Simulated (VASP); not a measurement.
# Splitting of the X valleys of zincblende SiC under biaxial (110) strain, TB-mBJ on LDA-relaxed cells

Every member is the same compound, zincblende SiC, in which each silicon atom is bonded to four carbon atoms and each carbon atom to four silicon atoms by polar covalent bonds. Only the lengths and angles of these bonds change along the series. Without strain the conduction band has three equivalent lowest valleys, at the X points along [100], [010] and [001]. We ask how equal strain in the (110) plane separates them and which one ends lowest. This matters for devices because the occupied valleys set the effective mass of the electrons along the current. The splitting is the TB-mBJ energy of the [100] valley less that of the [001] valley, so a positive value means that [001] is lower.

## Set-up

The start is a typed prototype cell. The crystal was relaxed with LDA. Equal strain is imposed in the (110) plane; the strain along the normal is adjusted until the normal stress vanishes, and the atoms are relaxed with LDA. VASP 6.6.1, plane waves with PAW, cutoff 600 eV, no spin polarisation. Band edges are single points at TB-mBJ (no spin-orbit coupling) on these cells, k mesh 9×9×9, read on short lines of k points at the zone centre and through the valleys; energies are counted from the valence-band top at the zone centre.  All levels use the PAW data sets made with LDA.

Notes on method and selection:

- A valley's energy from the valence-band top holds the shift of that top as well as the shift of the valley.
- The TB-mBJ parameter c is fixed anew from the density of each cell, so it changes along the series.
- Runs that did not converge, have known faults or may not be shown are not listed, and runs on Ansatz's PAW sets soft_1 and soft_2 are kept to separate tables.

Columns:

- strain (%): strain in the plane (tension positive).
- splitting (eV): valley along [100] less valley along [001].
- Δ [001] (eV): minimum of the conduction band along Γ–X in the [001] direction.
- Δ [100] (eV): minimum of the conduction band along Γ–X in the [100] direction.
- L [111] (eV): conduction level at L along [111].
- L [-111] (eV): conduction level at L along [-111].
- Γ level (eV): lowest conduction level at Γ.

Input lines of one member:

```
PREC = Accurate
ENCUT = 600
EDIFF = 1E-06
NELM = 150
ISMEAR = 0
SIGMA = 0.02
LREAL = .FALSE.
ALGO = Normal
METAGGA = MBJ
LASPH = .TRUE.
NBANDS = 9
KPAR = 2
```

Command (options for logging and memory left out): `mpirun -np 2 vasp_std`

## Computed values

| member | strain (%) | splitting (eV) | Δ [001] (eV) | Δ [100] (eV) | L [111] (eV) | L [-111] (eV) | Γ level (eV) |
| --- | --- | --- | --- | --- | --- | --- | --- |
| −2 % | −2.0 | 0.1679 | 2.066 | 2.234 | 6.747 | 6.297 | 7.301 |
| −1.5 % | −1.5 | 0.1169 | 2.146 | 2.262 | 6.651 | 6.327 | 7.322 |
| −1 % | −1.0 | ? | ? | ? | ? | ? | ? |
| −0.5 % | −0.5 | 0.0332 | 2.280 | 2.313 | 6.455 | 6.356 | 7.288 |
| 0 % | 0.0 | 0.0000 | 2.334 | 2.334 | 6.355 | 6.355 | 7.226 |
| +0.5 % | 0.5 | −0.0277 | 2.318 | 2.291 | 6.191 | 6.281 | 7.076 |
| +1 % | 1.0 | −0.0505 | 2.299 | 2.248 | 6.030 | 6.201 | 6.908 |
| +1.5 % | 1.5 | −0.0687 | 2.274 | 2.206 | 5.869 | 6.113 | 6.728 |
| +2 % | 2.0 | −0.0826 | 2.248 | 2.166 | 5.713 | 6.021 | 6.543 |

Cells marked ? are withheld until the estimate has been made.

Least-squares fits to the members shown, with x = strain (%); R² and errors in the fitted variable (y, or ln y where the fit is in ln y):

| y | members | fit | R² | rms residual | leave-one-out rms | the same for the mean of the others |
| --- | --- | --- | --- | --- | --- | --- |
| splitting (eV) | 8 | y = 0.01891 − 0.06280 x | 0.96 | 0.016 | 0.024 | 0.096 |
| Δ [001] (eV) | 8 | y = 2.240 + 0.04529 x | 0.47 | 0.063 | 0.091 | 0.099 (fit hardly better) |

## What drives the series

In the members shown, compression makes the single [001] valley the lowest, and tension makes [100] the lowest, together with [010], which remains equivalent to it by symmetry. The splitting reaches 0.1679 eV at −2 % and −0.0826 eV at +2 %. The L and Γ levels do not compete: the lowest L level comes closest at +2 %, where it is still 5.713 − 2.166 = 3.547 eV above the [100] valley.

The sign follows from geometry. The [001] axis lies in the strained plane and takes the full strain ε. The [100] axis lies at 45° to the plane normal and takes the mean of ε and the normal strain εₙ, which has the opposite sign. To first order the splitting is Ξ(εₙ − ε)/2, where Ξ is the uniaxial deformation potential of the valley. With Ξ positive, the valley along the shorter axis is lower, as the table shows. Between −0.5 % and +0.5 % the slope is (−0.0277 − 0.0332) / 1.0 = −0.0609 eV per % strain.

The response is stronger under compression because a term even in strain adds to the linear one. A likely source is the shear between [100] and [010], which mixes the two lowest conduction states at the [001] X point and pushes the lower one down for either sign of strain. Other second-order terms may contribute, and the second X level is not shown in the table.

The separate valley energies behave differently from their splitting. Both are highest at zero strain and fall on either side, with a kink, because strain splits the valence levels at Γ and the uppermost of them is the zero of energy. This shared shift cancels in the splitting, which runs smoothly through zero.

## Blind estimate

Plain estimates from the members shown:

- −1 %, fit at x = −1.0: 0.0817 eV
- −1 %, straight-line interpolation between −1.5 % and −0.5 %: w = (−1.0 − (−1.5)) / (−0.5 − (−1.5)) = 0.500, so 0.1169 + 0.500 × (0.0332 − 0.1169) = 0.0751 eV

Both plain estimates for −1 % should be too high. The splitting curves upward with strain, so a chord between −1.5 % and −0.5 % lies above it. The straight-line fit misses the curvature as well, and gives 0.01891 eV at zero strain, where symmetry requires zero.

We use the member at +1 % instead. When the splittings at equal and opposite strains are added, the odd terms cancel and twice the even part remains, which should grow as the square of the strain. The sum divided by the strain squared (0.5 × 0.5 = 0.25 for the first pair) is

- ±0.5 %: (0.0332 − 0.0277) / 0.25 = 0.0220 eV per %²
- ±1.5 %: (0.1169 − 0.0687) / 2.25 = 0.0214 eV per %²
- ±2 %: (0.1679 − 0.0826) / 4 = 0.0213 eV per %²

The first value is the least certain, since it rests on a small difference. We take the one from ±1.5 %, which gives 0.0505 + 0.0214 × 1 = 0.0719 eV at −1 %.

The same constant can be tried on two compressed members that did not enter it. For −2 % it gives 0.0826 + 0.0214 × 4 = 0.1682 eV against 0.1679 eV in the table. For −0.5 % it gives 0.0277 + 0.0214 × 0.25 = 0.0331 eV against 0.0332 eV. These misses, 0.0003 and 0.0001 eV, set the scale of the error, and we adopt the larger as one standard deviation.

**Committed estimate, −1 %: splitting = 0.0719 ± 0.0003 eV.**

## Outcome

| member | strain (%) | splitting (eV) | Δ [001] (eV) | Δ [100] (eV) | L [111] (eV) | L [-111] (eV) | Γ level (eV) |
| --- | --- | --- | --- | --- | --- | --- | --- |
| −1 % | −1.0 | 0.0721 | 2.216 | 2.288 | 6.553 | 6.346 | 7.318 |

| member | estimate | splitting (eV) | computed | estimate − computed | miss in error bars |
| --- | --- | --- | --- | --- | --- |
| −1 % | committed | 0.0719 | 0.0721 | −0.0002 | 0.7 |
| −1 % | fit | 0.0817 | 0.0721 | +0.0096 |  |
| −1 % | interpolation | 0.0751 | 0.0721 | +0.0030 |  |

The computed splitting at −1 % is 0.0721 eV. Our estimate of 0.0719 eV is 0.0002 eV too low and inside its error bar. It did better than the interpolation, which is 0.0030 eV too high, and the straight-line fit, which is 0.0096 eV too high. Both plain estimates erred in the direction expected from the upward curvature.

The argument from opposite strains also held. The sum of the splittings at ±1 % is 0.0721 − 0.0505 = 0.0216 eV per %², within the range of 0.0213 to 0.0220 found for the other three pairs. The even part of the splitting therefore grows as the square of the strain, as mixing of the two X levels by shear would require. This agreement does not identify the mixing as the source, since any second-order term has the same form. The normal strain also responds unevenly to compression and tension, but this explains only a small part of the curvature.

## Where the trend breaks

Least-squares fits to the whole series, with x = strain (%); R² and errors in the fitted variable (y, or ln y where the fit is in ln y):

| y | members | fit | R² | rms residual | leave-one-out rms | the same for the mean of the others |
| --- | --- | --- | --- | --- | --- | --- |
| splitting (eV) | 9 | y = 0.01784 − 0.06216 x | 0.96 | 0.016 | 0.022 | 0.092 |
| Δ [001] (eV) | 9 | y = 2.242 + 0.04387 x | 0.47 | 0.060 | 0.083 | 0.093 |

Largest departures from the fit to the whole series:

| member | splitting (eV) | fit | computed − fit | in rms residuals |
| --- | --- | --- | --- | --- |
| −2 % | 0.1679 | 0.1422 | +0.0257 | 1.7 |
| +2 % | −0.0826 | −0.1065 | +0.0239 | 1.5 |
| 0 % | 0.0000 | 0.0178 | −0.0178 | 1.1 |
| −0.5 % | 0.0332 | 0.0489 | −0.0157 | 1.0 |

No member stands out physically; the largest departures come from fitting a straight line to a curve. The ends lie above the line, by 0.0257 eV at −2 % and 0.0239 eV at +2 %, while the members at 0 % and −0.5 % lie below it by 0.0178 and 0.0157 eV.

## What to take away

Between −2 % and +2 %, the [001] valley is lowest in the compressed members, and [100] and [010] are lowest together in the stretched ones. Half the difference between the splittings at −1 % and +1 % is (0.0721 + 0.0505) / 2 = 0.0613 eV, and half their sum is (0.0721 − 0.0505) / 2 = 0.0108 eV. With x the strain in %, this gives

splitting = −0.0613 x + 0.0108 x² (eV)

On the six other strained members the rms miss is 0.0016 eV and the largest 0.0032 eV, at +2 %. The mean of the other members misses by 0.092 eV.

For device work, 0.4 % compression gives 0.0613 × 0.4 + 0.0108 × 0.16 = 0.0262 eV, about the thermal energy at room temperature (roughly 0.026 eV). If the three valleys have equal densities of states and are thinly filled, the [001] valley then holds a share of about 1 / (1 + 2 / 2.718) = 0.576 of the electrons, where 1 / 2.718 is the Boltzmann factor for a splitting equal to the thermal energy and the 2 counts the upper valleys. Appreciably more compression is needed to gather nearly all of them in [001].

We know of no omitted effect larger than the spread of the splittings. Spin-orbit coupling is weak in such light atoms and acts mainly on the valence top, which cancels in the splitting.

[Logs are printed without paths, hosts, clocks, repeated set-up lines and the standing remarks that a program may print on its own settings, such as how far it seeks lower states.]
